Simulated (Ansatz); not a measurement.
## MoP (P-6m2) as a metal

```xyz
2
Lattice="3.2073 0.0000 0.0000 -1.6037 2.7776 0.0000 0.0000 0.0000 3.1726" Properties=species:S:1:pos:R:3 pbc="T T T"
Mo    0.0000    0.0000    0.0000
P     0.0000    1.8517    1.5863
```

Conventional cell: a = 3.207 Å, b = 3.207 Å, c = 3.173 Å, α = 90.00°, β = 90.00°, γ = 120.00°. Around Mo (atom 1) lie 6 P at 2.44 Å. Around P (atom 2) lie 6 Mo at 2.44 Å.

Level of theory, where no other is named: PBEsol, all-electron LAPW in Ansatz 0.2.0, scalar-relativistic. k mesh 14×14×12, fine mesh 20×20×16, Fermi-Dirac smearing of 0.080 eV, basis error target 1 meV/atom. The cell was relaxed by PAW under this functional.

Levels and slopes are solved on a 20×20×16 mesh, and each state is taken as quadratic over its cell.

What is the density of states at the Fermi level, and which bare Sommerfeld coefficient follows?

N(E_F) = 0.38 states/eV/atom (both spins), so γ = (π²/3) k_B² N(E_F) = 0.895 mJ/(mol-atom K²) without electron-phonon or spin-fluctuation enhancement.

What Drude plasma energy and σ/τ do the band velocities give?

(ħω_p,α)² = (e²/ε₀VN_k) Σ_nkσ (∂E/∂k_α)² δ(E − E_F) gives ħω_p = (5.33, 5.33, 6.37) eV along x, y, z, and σ/τ = ε₀ω_p² = 5.8×10²⁰ Ω⁻¹m⁻¹s⁻¹ along x. Weighted by the density of states, the mean Fermi speed is 0.648×10⁶ m/s; the surface has an area of 14.2 Å⁻² for each spin direction.

Which bands cross the Fermi level, and what do they carry?

```
band  filled part  N (states/eV/cell)  speed (10⁶ m/s)  5th to 95th percentile  area (Å⁻²)        filling
   1         0.50               0.731            0.644            0.21 to 0.89        13.6  partly filled
   2         0.00              0.0286            0.753            0.60 to 0.99       0.623   nearly empty
```

Map the plane k₃ = 1/2 of the mesh: how many bands lie under the Fermi level at each point, counted from the least on the plane?

k₁ runs to the right and k₂ upwards, each from −½ to ½ with 0 in the middle (the axes needn't be at right angles):
```
00000000000000000000
00000000000000000000
00000000000000000000
00000111110000000000
00001111111100000000
00001111111110000000
00001111111111000000
00001111111111100000
00001111111111110000
00000111111111110000
00000111111111111000
00000011111111111000
00000001111111111000
00000000111111111000
00000000011111111000
00000000000111110000
00000000000000000000
00000000000000000000
00000000000000000000
00000000000000000000
```

On PAW files the program sums the optical response inside the mesh cells, interband lines and its own Drude term. Where does ε₁ rise through zero (a sharp plasmon if ε₂ is small there), and how much light is reflected?

| Property | Result |
| --- | --- |
| Fine mesh | 20, 20, 16 |
| Window top | 30 eV |
| Line width | 0.25 eV |
| Drude damping | 0.2 eV |
| ε₁ rises through zero at x | 1.11, 21.84 eV |
| ε₂ there x | 16.96, 0.3 |
| ε₁ rises through zero at z | 1.14, 21.69 eV |
| ε₂ there z | 7.29, 0.21 |
| Plasma energy (x, y, z) | 5.272, 5.272, 6.077 eV |
| Reflectivity at 1 eV, x-polarised | 0.5616 |
| Reflectivity at 2 eV, x-polarised | 0.4541 |
| Reflectivity at 3 eV, x-polarised | 0.4968 |

The plasma energy here is the program's own sum at the run's smearing; it differs from the value above by up to 5 %, through mesh and smearing.

What does PAW give for the same cell?

N(E_F) = 0.38 states/eV/atom and ħω_p,x = 5.32 eV.

Caveats: these sums move with the mesh, by several per cent and more for small sheets; frozen-core PAW files fitted under PBE, their cores solved anew for the functional of the run.
